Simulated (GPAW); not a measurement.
Runs of GPAW 26.7.0 on Bi. The structure is trigonal, space group R-3m (No. 166). The conventional cell has a = 4.535 Å, b = 4.535 Å, c = 11.814 Å, α = 90.00°, β = 90.00°, γ = 120.00°. Around Bi (site symmetry 3m) lie 6 Bi at 3.06 to 3.52 Å. 

```tsv
task	level	potentials or basis	spin	cell	older calculator (legacy_gpaw)	gap on the mesh (eV)	pressure (GPa)	largest force (eV/Å)
single point	PBE	GPAW PAW data sets (gpaw-data 1.2.1), pw	off	as given	-	0.27	2.0	0.19
electron localisation function	PBE	GPAW PAW data sets (gpaw-data 1.2.1), pw	collinear, ferromagnetic start	volume scaled by 1.25	-	0.19	-5.2	0.61
single point	TASK	GPAW PAW data sets (gpaw-data 1.2.1), pw	off	as given	-	(b)	5.1	0.14
atomic charges	PBE	GPAW PAW data sets (gpaw-data 1.2.1), pw	off	as given	yes	0.27	2.0	0.19
single point	PBE	GPAW PAW data sets (gpaw-data 1.2.1), pw	off	atoms moved at random, drawn with an rms of 0.05 Å	-	0.24	2.7	0.51
single point	RPBE	the program's PAW data sets (release 1.2.1) made for this functional, pw	off	volume scaled by 0.88	-	(a)	(c)	0.93
```

Alike in all rows: k mesh 7 × 7 × 7; cutoff (eV) 600; smearing fermi-dirac 0.05 eV.

Estimate the missing entries.

(a) 0.35; (b) 0.33; (c) 12.6.

Caveats: spin-orbit coupling is left out, which as a rule narrows the gap of such compounds by several tenths of an eV; an odd mesh through Γ misses points on the zone boundary, where band edges often lie; the PAW data sets were made with another functional, which shifts forces and pressure a little (some runs).

A k mesh can miss the band edges, and the runs leave out spin-orbit coupling on Bi.
